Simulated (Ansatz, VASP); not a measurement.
## Cs: VASP beside Ansatz

```
Cs
1.0
    -2.60460    2.60460    4.24925
     2.60460   -2.60460    4.24925
     2.60460    2.60460   -4.24925
Cs
1
Cartesian
  0.0000 0.0000 0.0000
```

Alike in both runs: task single point; functional PBE; k mesh 12 × 12 × 12; occupations gaussian, width 0.1 eV; no spin polarisation.

|  | VASP | Ansatz |
| --- | --- | --- |
| version | VASP 6.6.1 | Ansatz 0.2.0 |
| potentials or method | VASP PAW PBE potentials, release 64 (Cs_sv) | scalar-relativistic, plane waves, PAW |
| plane-wave cutoff (eV) | 520 | 420 |
| valence electrons in the cell | 9 | 9 |

|  | VASP | Ansatz | Ansatz less VASP |
| --- | --- | --- | --- |
| gap on the k mesh at the Fermi level (eV) | none | none | - |
| pressure (GPa) | 0.0 | 0.0 | +0.01 |
| largest component of the traceless stress (GPa) | 0.09 | 0.09 | 0.000 |

A gap of «none» marks a metal or a gap that the smearing closes.

Spin-orbit coupling is left out, which matters for the levels of Cs.
